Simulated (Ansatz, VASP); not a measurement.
# Two plane-wave programs on Zn

```
CELL_PARAMETERS angstrom
2.57097 0.00000 0.00000
-1.28549 2.22653 0.00000
0.00000 0.00000 4.73619
ATOMIC_POSITIONS crystal
Zn 0.33333 0.66667 0.25000
Zn 0.66667 0.33333 0.75000
```

Alike in both runs: task single point; functional LDA; k mesh 7 × 7 × 3; occupations fermi-dirac, width 0.1 eV; no spin polarisation.

|  | VASP | Ansatz |
| --- | --- | --- |
| version | VASP 6.6.1 | Ansatz 0.2.0 |
| potentials or method | VASP PAW LDA potentials, release 64 (Zn) | plane waves (420 eV) with PAW, scalar-relativistic |
| plane-wave cutoff (eV) | 520 | 420 |
| valence electrons in the cell | 24 | 24 |

Ansatz gave:

* pressure (GPa): -0.3
* largest component of the traceless stress (GPa): 0.61

Problem. What did VASP give for the same quantities?

Solution. Pressure (GPa): 0.5; largest component of the traceless stress (GPa): 0.93.

Ansatz warned: «pseudo_functional_mismatch».

Caveats: the k mesh is coarse (spacing up to 0.44 Å⁻¹), so the values aren't converged.
